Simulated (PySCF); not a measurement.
## Basis-set dependence of population analyses: C3H8S

Compound: C3H8S.
Cartesian coordinates in Å at the PBE0-D3(BJ)/def2-SVP level; atoms count from 1:
```
atom  x, y, z in Å
C1    -1.5788   -0.1441   -0.0315
C2    -0.1134   -0.5404    0.0661
C3     0.8259    0.6067   -0.2690
S4     2.5913    0.1701   -0.2398
H5    -1.8396    0.1796   -1.0519
H6    -1.8182    0.6878    0.6502
H7    -2.2384   -0.9859    0.2278
H8     0.1043   -1.3851   -0.6080
H9     0.1106   -0.9020    1.0849
H10    0.6511    1.4707    0.3923
H11    0.6514    0.9605   -1.2982
H12    2.6561   -0.1202    1.0779
```

PBE0 throughout (PySCF), one geometry, spherical d and f functions. Geometry: PBE0-D3(BJ)/def2-SVP, one conformer, isolated molecule. Atoms taken as equivalent share a column and are averaged. The first 7 of 8 kinds of atom are listed.

Mulliken charges (e):

```tsv
basis	functions	C1	C2	C3	S4	H5/H6/H7	H8/H9	H10/H11
pcSseg-0	56	-0.638	-0.487	-0.778	-0.024	+0.233	+0.245	+0.287
cc-pVDZ	100	-0.092	-0.082	-0.182	-0.115	+0.046	+0.045	+0.077
aug-cc-pVDZ	168	+0.385	+0.578	-0.049	+0.174	-0.130	-0.226	-0.175
IGLO-III	229	-0.359	-0.200	-0.393	+0.119	+0.115	+0.120	+0.144
cc-pVTZ	236	-0.299	-0.160	-0.169	-0.175	+0.098	+0.099	+0.109
```

IAO charges (e):

```tsv
basis	functions	C1	C2	C3	S4	H5/H6/H7	H8/H9	H10/H11
pcSseg-0	56	-0.422	-0.266	-0.348	-0.089	+0.143	+0.142	+0.159
cc-pVDZ	100	-0.410	-0.244	-0.322	-0.077	+0.137	+0.133	+0.146
aug-cc-pVDZ	168	-0.422	-0.251	-0.326	-0.090	+0.141	+0.137	+0.150
IGLO-III	229	-0.425	-0.253	-0.335	-0.070	+0.141	+0.138	+0.150
cc-pVTZ	236	-0.425	-0.253	-0.333	-0.079	+0.142	+0.138	+0.151
```

Hirshfeld charges (e):

| basis | functions | C1 | C2 | C3 | S4 | H5/H6/H7 | H8/H9 | H10/H11 |
| --- | --- | --- | --- | --- | --- | --- | --- | --- |
| pcSseg-0 | 56 | -0.099 | -0.057 | -0.054 | -0.071 | +0.036 | +0.027 | +0.035 |
| cc-pVDZ | 100 | -0.108 | -0.065 | -0.063 | -0.072 | +0.038 | +0.033 | +0.040 |
| aug-cc-pVDZ | 168 | -0.121 | -0.082 | -0.081 | -0.057 | +0.044 | +0.039 | +0.045 |
| IGLO-III | 229 | -0.121 | -0.083 | -0.081 | -0.048 | +0.043 | +0.037 | +0.043 |
| cc-pVTZ | 236 | -0.117 | -0.075 | -0.075 | -0.067 | +0.042 | +0.038 | +0.045 |

Some averages cover members that differ in this geometry, most widely: H10/H11, Mulliken in aug-cc-pVDZ -0.205 to -0.145; H8/H9, Mulliken in aug-cc-pVDZ -0.248 to -0.204; H5/H6/H7, Mulliken in aug-cc-pVDZ -0.150 to -0.118 e.

Problem. Which scheme is steadiest as the basis changes?

Solution. Largest range over the bases for any column: IAO 0.03 e, Hirshfeld 0.03 e, Mulliken 1.07 e. IAO and Hirshfeld charges move least and Mulliken charges most, counted in e.

Problem. How much do the charges still move between the two largest bases, IGLO-III and cc-pVTZ?

Solution. At most, over all atoms: Mulliken 0.294 e, IAO 0.009 e, Hirshfeld 0.019 e.

Problem. What do the same runs give for the total energy, the frontier levels and the dipole moment?

Solution. 
```csv
basis,energy (Eh),HOMO (eV),LUMO (eV),μ (D)
pcSseg-0,-516.2968,-6.83,1.12,2.18
cc-pVDZ,-517.0450,-6.61,0.93,1.71
aug-cc-pVDZ,-517.0552,-6.78,-0.23,1.79
IGLO-III,-517.0966,-6.68,0.36,1.55
cc-pVTZ,-517.0979,-6.75,0.52,1.73
```

The dipole is fixed by the density alone, so its range of 0.63 D shows that the density itself changes with the basis, not only its division among atoms.
